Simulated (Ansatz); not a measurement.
MoS2, a slab with vacuum:

```xyz
3
Lattice="3.1841 0.0000 0.0000 -1.5921 2.7575 0.0000 0.0000 0.0000 17.3346" Properties=species:S:1:pos:R:3 pbc="T T T"
Mo    0.0000    0.0000    0.0000
S     0.0000    1.8384   15.7833
S     0.0000    1.8384    1.5513
```

Base run:

- Program: Ansatz 0.2.0
- Functional: LDA
- Potentials or basis: Ansatz PAW
- Cutoff: 420 eV
- Density cutoff: 1680 eV
- k mesh: 10 × 10 × 2
- Occupations: fermi-dirac, width 0.05 eV
- Spin: no spin polarisation

Its results: band gap on the k mesh 1.73 eV, indirect (least direct gap 1.92 eV); largest force 0.395 eV/Å.

Task: The run is repeated on the same cell with these changes: functional from LDA to r2SCAN; cutoff from 420 eV to 500 eV; density cutoff from 1680 eV to 2000 eV. What comes out?

Result: Band gap on the k mesh 1.81 eV, indirect (least direct gap 2.03 eV); largest force 0.018 eV/Å.

Caveats: the k mesh misses the band edges, so the gap on the mesh is wider than the one along the path; the PAW data sets come from PBE, with cores solved anew for the run's functional, which leaves a small shift of forces and pressure.

Not every run made on this cell is shown here.
